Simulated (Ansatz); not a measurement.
LiCl: vibrational free energy, entropy and heat capacity

Computed with Ansatz 0.2.0, DFT PBE, scalar-relativistic, plane waves, PAW. Plane waves to 420 eV; Γ-centred k mesh 6×2×4; fixed occupations. No spin polarisation. Phonons by linear response, acoustic sum rule imposed.

Relaxed structure:
```yaml
crystal:
  lattice:
    - [3.66065, 0.00000, 0.00000]
    - [0.00000, 10.62291, 0.00000]
    - [0.00000, 0.00000, 6.46217]
  atoms:
    - { symbol: Li, position: [0.50000, 0.89360, 0.08898] }
    - { symbol: Li, position: [0.50000, 0.60523, 0.91802] }
    - { symbol: Li, position: [0.00000, 0.74545, 0.45026] }
    - { symbol: Li, position: [0.50000, 0.10640, 0.58898] }
    - { symbol: Li, position: [0.50000, 0.39477, 0.41802] }
    - { symbol: Li, position: [0.00000, 0.25455, 0.95026] }
    - { symbol: Cl, position: [0.50000, 0.59699, 0.55512] }
    - { symbol: Cl, position: [0.50000, 0.90738, 0.44851] }
    - { symbol: Cl, position: [0.00000, 0.74149, 0.03904] }
    - { symbol: Cl, position: [0.50000, 0.40301, 0.05512] }
    - { symbol: Cl, position: [0.50000, 0.09262, 0.94851] }
    - { symbol: Cl, position: [0.00000, 0.25851, 0.53904] }
```

The cell was found from a structure generator's guess, not taken from experiment. The q mesh is coarse, so values between its points are rough. Modes under 40 cm⁻¹ are poorly fixed.

Force constants from linear response on a 2×1×1 q mesh, interpolated to a fine mesh.

Phonon density of states, in bins of 10 cm⁻¹:
```csv
bin centre (cm⁻¹),share of modes (%)
-5,0.0
5,0.0
15,0.2
25,0.5
35,0.9
45,1.6
55,2.2
65,3.4
75,3.8
85,4.9
95,3.8
105,3.7
115,3.9
125,3.3
135,3.0
145,3.2
155,4.2
165,3.4
175,2.8
185,3.0
195,3.4
205,2.1
215,2.3
225,2.4
235,1.1
245,4.8
255,2.3
265,1.8
275,1.5
285,1.1
295,0.8
305,1.6
315,1.8
325,3.8
335,2.3
345,1.1
355,0.8
365,2.0
375,2.1
385,2.1
395,2.1
405,2.1
415,0.9
425,0.9
435,0.5
445,0.3
455,0.2
465,0.0
```

Question: How much zero-point energy does an atom carry?

Answer: 37.9 meV.

Question: How large are the vibrational entropy and heat capacity at 300 K?

Answer: S = 3.73 k_B and C_V = 2.72 k_B per atom, 91 % of the Dulong–Petit value.

Question: Tabulate them against temperature.

Answer:
```tsv
T (K)	F_vib (meV/atom)	S (k_B/atom)	C_V (k_B/atom)
100	33.8	1.24	1.64
200	16.6	2.68	2.45
300	-11.2	3.73	2.72
400	-47.0	4.53	2.84
500	-88.9	5.17	2.89
600	-135.8	5.70	2.92
700	-186.9	6.16	2.94
800	-241.7	6.55	2.96
900	-299.7	6.90	2.97
1000	-360.5	7.21	2.97
```
